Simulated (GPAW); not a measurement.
Wanted: an ASE script for a GPAW 26.7.0 run.

| Property | Result |
| --- | --- |
| Task | equation of state |
| Functional | vdW-DF-cx |
| Potentials or basis | GPAW PAW data sets (gpaw-data 1.2.1) |
| Cutoff | 600 eV |
| Basis | pw |
| k mesh | 6 × 6 × 6 |
| Occupations | fermi-dirac, width 0.05 eV |
| Spin | no spin polarisation |
| Maxiter | 150 |
| Eos scales | [0.94, 0.96, 0.98, 1.0, 1.02, 1.04, 1.06] |

The structure of GaSb lies in GaSb.cif:

```cif
data_GaSb
_cell_length_a 4.32607929
_cell_length_b 4.32607929
_cell_length_c 4.32607929
_cell_angle_alpha 60.00000000
_cell_angle_beta 60.00000000
_cell_angle_gamma 60.00000000
_space_group_name_H-M_alt 'P1'
_space_group_name_Hall 'P 1'
_space_group_IT_number 1
loop_
_space_group_symop_operation_xyz
'x,y,z'
loop_
_atom_site_label
_atom_site_type_symbol
_atom_site_symmetry_multiplicity
_atom_site_Wyckoff_symbol
_atom_site_fract_x
_atom_site_fract_y
_atom_site_fract_z
_atom_site_occupancy
Sb1 Sb 1 a 0.7500000000 0.7500000000 0.7500000000 1
Ga1 Ga 1 a 0.0000000000 0.0000000000 0.0000000000 1
```

One way to write it, as run:

run.py

```python
from ase.eos import EquationOfState
from ase.io import Trajectory, read
from ase.units import GPa
from gpaw import GPAW, PW

atoms = read('GaSb.cif')

traj = Trajectory('eos.traj', 'w')
volumes, energies = [], []
for x in [0.94, 0.96, 0.98, 1.0, 1.02, 1.04, 1.06]:
    a = atoms.copy()
    a.set_cell(atoms.cell * x**(1 / 3), scale_atoms=True)
    calc = GPAW(mode=PW(600),
                xc={'name': 'vdW-DF-cx', 'backend': 'libvdwxc'},
                kpts={'size': (6, 6, 6), 'gamma': True},
                occupations={'name': 'fermi-dirac', 'width': 0.05},
                nbands=18,
                convergence={'density': 1e-05, 'energy': 1e-05},
                maxiter=150,
                txt=f'eos-{x:.2f}.txt')
    a.calc = calc
    energies.append(a.get_potential_energy(force_consistent=True))
    volumes.append(a.get_volume())
    calc.write(f'eos-{x:.2f}.gpw')
    traj.write(a)
    print(f'{x:.2f} {volumes[-1]:10.4f} A^3 {energies[-1]:14.6f} eV', flush=True)

v0, e0, B = EquationOfState(volumes, energies, eos='birchmurnaghan').fit()
print(f'V0 = {v0:.4f} A^3, E0 = {e0:.6f} eV, B0 = {B / GPa:.2f} GPa')
```

Potentials or basis: GPAW PAW data sets (gpaw-data 1.2.1), pw.

Launch:

```sh
$ OMP_NUM_THREADS=1 python run.py
```

Results of the run:

```json
{
  "Equilibrium volume": "29.21 Å³/atom",
  "Bulk modulus": "48 GPa",
  "Pressure derivative of the bulk modulus": "5.0 (rough: it moves with the points fitted)"
}
```

Caveat: the PAW data sets were made with another functional, which shifts forces and pressure a little.

Run time: 79 s on 1 thread of Intel(R) Xeon(R) Platinum 8259CL CPU @ 2.50GHz (Skylake/Cascade Lake), with other jobs on the host, peak memory 0.37 GiB.
